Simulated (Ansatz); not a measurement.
Na:

```xyz
1
Lattice="-2.1410 2.1410 2.1410 2.1410 -2.1410 2.1410 2.1410 2.1410 -2.1410" Properties=species:S:1:pos:R:3 pbc="T T T"
Na    0.0000    0.0000    0.0000
```

Base run:

| Quantity | Value |
| --- | --- |
| Program | Ansatz 0.2.0 |
| Functional | PBEsol |
| Potentials or basis | Ansatz PAW |
| Cutoff | 420 eV (not typed: the program's choice for these potentials) |
| k mesh | 9 × 9 × 9 |
| Occupations | gaussian, width 0.05 eV |
| Spin | no spin polarisation |

Its results: band gap on the k mesh none (metal or under the smearing width); pressure -0.6 GPa.

Q: The run is repeated on the same cell with these changes: functional from PBEsol to LDA. What comes out?

A: Band gap on the k mesh none (metal or under the smearing width); pressure -1.1 GPa.

LDA binds more tightly than PBEsol, so the same cell stands under less pressure.

Caveats: the PAW data sets come from PBE, with cores solved anew for the run's functional, which leaves a small shift of forces and pressure.
